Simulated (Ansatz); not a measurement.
System: rutile GeO₂. Method: r²SCAN (Ansatz, an electronic-structure program, plane waves, PAW).

A relaxed, unreconstructed slab of the (110) face has 24 atoms, two equal faces of 17.903 Å² each and an energy of -43520.0362 eV. A bulk cell of 12 atoms with the same orientation and in-plane k mesh has -21761.3042 eV. Energies are extrapolated to zero smearing.

Settings: plane-wave cutoff 500 eV, 10×6×1 k mesh (along the axes of the cell as run), gaussian smearing 0.02 eV, scalar-relativistic PAW data made under PBE.

Worked out: γ = (E_slab − N E_bulk per atom)/2A = [-43520.0362 − 24 × (-21761.3042/12)]/(2 × 17.903) = 0.0718 eV/Å². With 16.022 J/m² per eV/Å² this is 1.15 J/m², or 1.29 eV per surface cell and face.
